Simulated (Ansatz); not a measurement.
Recipe of this trial structure of LiF: random cell by space group and Wyckoff sites (R-3m, No. 166). Its size is a rough estimate.

```cif
data_structure
_symmetry_space_group_name_H-M 'R-3m:H'
_symmetry_Int_Tables_number 166
_cell_length_a 4.3811
_cell_length_b 4.3811
_cell_length_c 9.8051
_cell_angle_alpha 90.000
_cell_angle_beta 90.000
_cell_angle_gamma 120.000
_cell_volume 162.99
loop_
_atom_site_label
_atom_site_type_symbol
_atom_site_symmetry_multiplicity
_atom_site_Wyckoff_symbol
_atom_site_fract_x
_atom_site_fract_y
_atom_site_fract_z
_atom_site_occupancy
Li1 Li 9 d 0.16667 0.33333 0.83333 1
F1 F 9 e 0.16667 0.33333 0.33333 1
```

Method: DFT PBE, scalar-relativistic, plane waves, PAW in Ansatz. Cutoff 420 eV, Gaussian smearing, Γ-centred meshes. Cell and atoms relax first on a coarse mesh and then on a converged one. In between, the cell is made exact in the group found at 0.06 Å. The steps can't lower the symmetry of their start. No spin polarisation.

A guess keeps its type if space group and coordination stay and the shape of the cell changes little (axis ratios within about 15 %, angles within 6°); the volume may change.

Question: Does it keep its structure type, or change into something else?

Answer: It doesn't keep its type. The symmetry goes from R-3m (No. 166) to Pm-3m (No. 221). The volume per atom grows by 12.7 %, from 9.1 to 10.2 Å³. The shortest distance goes from 2.07 Å (Li–F) to 1.97 Å (Li–F). Counting neighbours within 15 % of an atom's shortest distance, the start has F 8, Li 8 and the end F 4, Li 4. In detail, at the end Li has 4 F at 1.97 Å; around F lie 4 Li at 1.97 Å.

```
Li F
1.0
     3.94148    0.00000    0.00000
     0.00000    3.94148    0.00000
     0.00000    0.00000    3.94148
Li F
3 3
Cartesian
  0.0000 1.9707 0.0000
  0.0000 0.0000 1.9707
  1.9707 0.0000 0.0000
  1.9707 0.0000 1.9707
  1.9707 1.9707 0.0000
  0.0000 1.9707 1.9707
```

Formation energies are uncorrected and refer to the elements' standard structures at the same level (F₂ as a molecule).

Question: At what energy does it end?

Answer: −2.483 eV/atom. It lies below the elements, which doesn't yet make it stable against other compounds or structures.

The last run used a 6×6×6 mesh for its 6-atom cell and Gaussian smearing of 0.02 eV. Symmetry constrained the relaxation, so the result can be a saddle point.
